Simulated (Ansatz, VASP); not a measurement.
# Two plane-wave programs on CdTe

File INCAR:

```
ALGO     = Normal         # electronic algorithm
EDIFF    = 1E-6           # SCF threshold, eV
ENCUT    = 520            # plane-wave cutoff, eV
GGA      = PE             # functional
ISIF     = 2              # what is computed and relaxed
ISMEAR   = 0              # smearing method
LASPH    = T              # aspherical terms in the spheres
LCHARG   = F              # write CHGCAR
LREAL    = F              # projectors in reciprocal space
LWAVE    = F              # write WAVECAR
NBANDS   = 16             # bands
NELM     = 80             # most SCF steps
PREC     = Accurate       # precision mode
SIGMA    = 0.05           # smearing width, eV
```

KPOINTS

```
k-points
0
Gamma
  10 10 10
```

File POSCAR:

```
CdTe
1.0
    0.0000000000      3.2644595768      3.2644595768
    3.2644595768      0.0000000000      3.2644595768
    3.2644595768      3.2644595768      0.0000000000
Cd Te
1 1
Direct
    0.0000000000      0.0000000000      0.0000000000
    0.2500000000      0.2500000000      0.2500000000
```

Input for Ansatz:

```yaml
crystal:
  lattice:
    - [0.0, 3.2644595768, 3.2644595768]
    - [3.2644595768, 0.0, 3.2644595768]
    - [3.2644595768, 3.2644595768, 0.0]
  atoms:
    - { symbol: Cd, position: [0.0, 0.0, 0.0] }
    - { symbol: Te, position: [0.25, 0.25, 0.25] }
basis:
  ecutwfc: 420
  ecutrho_ratio: 4
kpoints:
  mp_grid: { grid: [10, 10, 10] }
hamiltonian:
  xc: pbe
scf:
  occupations: { method: gaussian, width: 0.05 }
output:
  forces: true
  stress: true
  eigenvalues: true
```

Alike in both runs: task single point; functional PBE; k mesh 10 × 10 × 10; occupations gaussian, width 0.05 eV; no spin polarisation.

```csv
,VASP,Ansatz
version,VASP 6.6.1,Ansatz 0.2.0
potentials or method,"VASP PAW PBE potentials, release 64 (Cd, Te)","scalar-relativistic, plane waves, PAW"
plane-wave cutoff (eV),520,420
valence electrons in the cell,18,36
```

|  | VASP | Ansatz | Ansatz less VASP |
| --- | --- | --- | --- |
| gap on the k mesh at the Fermi level (eV) | 0.70 | 0.71 | +0.001 |
| least direct gap on the mesh (eV) | 0.70 | 0.71 | +0.001 |
| pressure (GPa) | 1.7 | 1.6 | -0.13 |

The functional is the same, so the differences come from potentials, cutoffs and numerics. The two sets of potentials don't hold the same shells in valence.

Caveats: spin-orbit coupling is left out, which moves the levels of the heavy elements. A hybrid or GW would open this gap; PBE tends to underestimate it.
